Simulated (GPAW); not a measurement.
A run of GPAW 26.7.0 is set up as follows.

File run.py:

```python
from ase import Atoms
from ase.dft.bandgap import bandgap
from ase.io import write
from ase.units import GPa
from gpaw import GPAW, PW

atoms = Atoms(['Ga'],
              cell=[[2.71648, 0.0, 0.0],
                    [0.0, 2.71648, 0.0],
                    [0.0, 0.0, 2.71648]],
              scaled_positions=[[0.0, 0.0, 0.0]],
              pbc=True)

calc = GPAW(mode=PW(600),
            xc='MGGA_X_SCAN+MGGA_C_SCAN',
            kpts={'size': (10, 10, 10), 'gamma': True},
            occupations={'name': 'fermi-dirac', 'width': 0.05},
            nbands=7,
            convergence={'density': 1e-05, 'energy': 1e-05},
            maxiter=150,
            txt='gpaw.txt')
atoms.calc = calc
energy = atoms.get_potential_energy()
forces = atoms.get_forces()
stress = atoms.get_stress()
calc.write('gs.gpw')
write('result.traj', atoms)
print(f'Energy: {energy:.6f} eV')
print('Forces (eV/A):')
print(forces.round(4))
print('Stress (GPa):', (stress / GPa).round(3))
print('Fermi level:', round(calc.get_fermi_level(), 4), 'eV')
print(f'Gap: {bandgap(calc)[0]:.4f} eV, direct: {bandgap(calc, direct=True)[0]:.4f} eV')

path = atoms.cell.bandpath('GXMGRX,MR', npoints=80, eps=1e-4)
bs_calc = calc.fixed_density(kpts=path, symmetry='off', nbands=14,
                             convergence={'bands': 'CBM+6.0', 'eigenstates': 1e-6}, txt='bands.txt')
bs = bs_calc.band_structure()
bs.write('bs.json')
print(f'Gap on the path: {bandgap(bs_calc)[0]:.4f} eV')
```

Potentials or basis: GPAW PAW data sets (gpaw-data 1.2.1), pw.

Launch:

```sh
$ OMP_NUM_THREADS=1 python run.py
```

Problem. Estimate the pressure.

Solution. -3.1 GPa.

Problem. Estimate the band gap along the path.

Solution. None (metal or under the smearing width).

Levels at the corners of the path, in eV from the Fermi level:
| point | band 1 | band 2 | band 3 | band 4 |
| --- | --- | --- | --- | --- |
| Γ | -11.15 | 9.46 | 9.46 | 9.46 |
| X | -6.64 | -4.30 | 13.08 | 13.08 |
| M | -1.69 | -0.76 | -0.76 | 4.80 |
| Γ | -11.15 | 9.46 | 9.46 | 9.46 |
| R | 2.74 | 2.74 | 2.74 | 4.22 |
| X | -6.64 | -4.30 | 13.08 | 13.08 |
| M | -1.69 | -0.76 | -0.76 | 4.80 |
| R | 2.74 | 2.74 | 2.74 | 4.22 |

Caveat: the PAW data sets were made with another functional, which shifts forces and pressure a little.
